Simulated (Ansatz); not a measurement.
# TiSi: the cost of one run

Method: DFT PBEsol, scalar-relativistic, plane waves, PAW, in Ansatz 0.2.0.

3 further runs of the same task are left out: 2 that didn't finish, 1 set aside as unsound or not needed.

**1. The system as given**

Symmetry: Pnma, No. 62, orthorhombic system. The conventional cell has a = 6.452 Å, b = 3.622 Å, c = 4.964 Å, α = 90.00°, β = 90.00°, γ = 90.00°. Ti (site symmetry m) has 7 Si at 2.54 to 2.74 Å as nearest neighbours. Si (site symmetry m) is surrounded by 2 Si at 2.39 Å and 7 Ti at 2.54 to 2.74 Å.

Structure file:

```
Ti Si
1.0
     6.45181    0.00000    0.00000
     0.00000    3.62244    0.00000
     0.00000    0.00000    4.96380
Ti Si
4 4
Direct
  0.67611 0.25000 0.37059
  0.32389 0.75000 0.62941
  0.82389 0.75000 0.87059
  0.17611 0.25000 0.12941
  0.54412 0.25000 0.85363
  0.45588 0.75000 0.14637
  0.95588 0.75000 0.35363
  0.04412 0.25000 0.64637
```

It goes back to an entry of the Materials Project, which need not be the stable form.

This cell was relaxed beforehand with the same method: volume 14.50 Å³/atom, gap on the mesh none (metal).

**2. The reference cell**

Reference values: F = -12388.4028 eV; pressure 0.01 GPa; largest force 0.009 eV/Å; gap on the mesh none (metal). It was computed beforehand with the settings of the runs below.

**3. The scan: a two-dimensional strain map**

The cell is strained by p along both x and y and by q along z, with fractional coordinates fixed.

**4. p = -0.030, q = -0.030**

Contents of input.yaml:

```yaml
crystal:
  lattice:
    - [6.258258468, 0.0, 0.0]
    - [0.0, 3.5137705744, 0.0]
    - [0.0, 0.0, 4.8148834955]
  atoms:
    - { symbol: Ti, position: [0.6761122805, 0.25, 0.3705866202] }
    - { symbol: Ti, position: [0.3238877195, 0.75, 0.6294133798] }
    - { symbol: Ti, position: [0.8238877195, 0.75, 0.8705866202] }
    - { symbol: Ti, position: [0.1761122805, 0.25, 0.1294133798] }
    - { symbol: Si, position: [0.5441211305, 0.25, 0.8536272411] }
    - { symbol: Si, position: [0.4558788695, 0.75, 0.1463727589] }
    - { symbol: Si, position: [0.9558788695, 0.75, 0.3536272411] }
    - { symbol: Si, position: [0.0441211305, 0.25, 0.6463727589] }
basis:
  ecutwfc: 420
kpoints:
  mp_grid: { grid: [6, 12, 8] }
hamiltonian:
  xc: pbesol
scf:
  occupations: { method: gaussian, width: 0.15 }
output:
  forces: true
  stress: true
  eigenvalues: true
  write_density: true
  write_potential: true
  elf: true
  volumetric_format: npy
```

Started as:

```console
> ansatz run input.yaml --threads 2 --pin off --max-ram 5120MiB --backend cpu --events-out ev --progress --plain --runs-dir out
```

What time and memory should one allow on 2 threads of Intel Xeon Platinum 8259CL at 2.50GHz (Skylake/Cascade Lake), shared host?

About 23 s, with a peak of 0.74 GiB.
